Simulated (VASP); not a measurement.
The system is SnSe2.

```
CELL_PARAMETERS angstrom
0.00000 3.40686 3.40686
3.40686 0.00000 3.40686
3.40686 3.40686 0.00000
ATOMIC_POSITIONS crystal
Sn 0.00000 0.00000 0.00000
Se 0.25000 0.25000 0.25000
Se 0.75000 0.75000 0.75000
```

The cell was built by a generator and needn't be a form met in nature.

Base run:

- Program: VASP 6.6.1
- Functional: r2SCAN
- Potentials or basis: VASP PAW PBE potentials, release 64 (Sn_d, Se)
- Cutoff: 520 eV
- k mesh: 6 × 6 × 6
- Occupations: fermi-dirac, width 0.02 eV
- Spin: no spin polarisation

Its results: band gap on the k mesh none (metal or under the smearing width); pressure 0.0 GPa.

Task: The run is repeated on the same cell with these changes: functional from r2SCAN to PBE. What comes out?

Result: Band gap on the k mesh none (metal or under the smearing width); pressure 1.6 GPa.

Caveats: the PAW data sets were made with another functional, which shifts forces and pressure a little (some runs).
